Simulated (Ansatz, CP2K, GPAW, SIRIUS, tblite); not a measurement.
**The bulk modulus of CdSe, sorted by core time**

Symmetry: F-43m, No. 216, cubic system. Conventional cell: a = 6.141 Å, b = 6.141 Å, c = 6.141 Å, α = 90.00°, β = 90.00°, γ = 90.00°. Cd (site symmetry -43m) has 4 Se at 2.66 Å as nearest neighbours. Se (site symmetry -43m) is surrounded by 4 Cd at 2.66 Å.

The cell is a database's computed one, not the measured one.

```tsv
rung	level	program and potentials	cutoff (eV)	k mesh	smearing	core time	chip	bulk modulus (GPa)	notes
GGA	PBE	Ansatz, Ansatz PAW (earlier soft set)	420	8 × 8 × 8	fermi-dirac 0.05	15 s	Intel Xeon	44.8	-
GGA	BP86	GPAW, PAW data sets generated for this functional	600	6 × 6 × 6	fermi-dirac 0.05	25 s	AMD EPYC 9R45 Zen 5	44.8	-
non-local van der Waals functional	optB88-vdW	GPAW, GPAW PAW data sets (gpaw-data 1.2.1)	600	6 × 6 × 6	fermi-dirac 0.05	28 s	AMD EPYC 9R45 Zen 5	45.5	potentials made for PBE
tight binding or semi-empirical	GFN1-xTB	tblite, the method's own minimal valence basis	-	1 × 1 × 1	fermi-dirac 0.05	54 s	Arm Neoverse V1	38.4	coarse mesh; Γ point of a 4 × 4 × 4 supercell
GGA	PBEsol	Ansatz, all-electron LAPW, scalar-relativistic	-	8 × 8 × 8	fermi-dirac 0.05	55 s	Intel Xeon 6975P-C Granite Rapids	52.1	-
GGA + dispersion	BLYP+D3(zero damping)	GPAW, PAW data sets generated for this functional	600	6 × 6 × 6	fermi-dirac 0.05	55 s	Arm Neoverse V2	49.9	-
GGA	PBEint	GPAW, PAW data sets generated for this functional	600	6 × 6 × 6	fermi-dirac 0.05	60 s	Arm Neoverse V2	49.5	-
non-local van der Waals functional	C09-vdW	GPAW, GPAW PAW data sets (gpaw-data 1.2.1)	600	6 × 6 × 6	fermi-dirac 0.05	76 s	Arm Neoverse V1	51.0	potentials made for PBE
GGA + dispersion	AM05+D4	GPAW, PAW data sets generated for this functional	600	6 × 6 × 6	fermi-dirac 0.05	81 s	Arm Neoverse V1	52.5	-
GGA + dispersion	PBEsol+D3(BJ)+ATM	Ansatz, all-electron LAPW, scalar-relativistic	-	8 × 8 × 8	gaussian 0.1	87 s	AMD EPYC 7R13 Zen 3	56.6	-
GGA	PBE	GPAW, GPAW PAW data sets (gpaw-data 1.2.1)	600	8 × 8 × 8	fermi-dirac 0.05	2.5 min	Intel Xeon Platinum 8259CL Skylake/Cascade Lake	45.4	-
GGA	PBE	GPAW, SG15 ONCV 1.2	1100	6 × 6 × 6	fermi-dirac 0.05	4.2 min	Arm Neoverse V1	44.8	-
GGA	PBE	CP2K, POTENTIAL_UZH Cd GTH-PBE-q12, Se GTH-PBE-q6; TZVP-MOLOPT-PBE-GTH basis	-	8 × 8 × 8	fermi-dirac 0.05	4.5 min	Arm Neoverse N1	45.4	atomic basis
non-local van der Waals functional	vdW-DF-cx	CP2K, POTENTIAL_UZH Cd GTH-PBE-q12, Se GTH-PBE-q6; TZVP-MOLOPT-PBE-GTH basis	-	8 × 8 × 8	fermi-dirac 0.026	5.4 min	Arm Neoverse N1	50.1	atomic basis; potentials made for PBE
GGA	PBEsol	SIRIUS, all-electron FP-LAPW, apw+lo standard	-	8 × 8 × 8	fermi-dirac 0.05	8.6 min	Arm Neoverse V1	(a)	-
```

Times are single runs on shared hosts and different chips, so they are rough; meshes, cutoffs and the tasks' sizes weigh on the time. Task: equation of state. All rows: no spin polarisation. Smearing widths are in eV. Meshes differ between rows, which moves values too. Meshes are those of the run's cell of 2 atoms unless a note names another. Runs on faulty files, with rough fits or with known faults for this quantity aren't shown. No row holds spin-orbit coupling.

**Question.** Estimate the value left out from the other rows.

**Answer.** (a) 51.2 GPa.
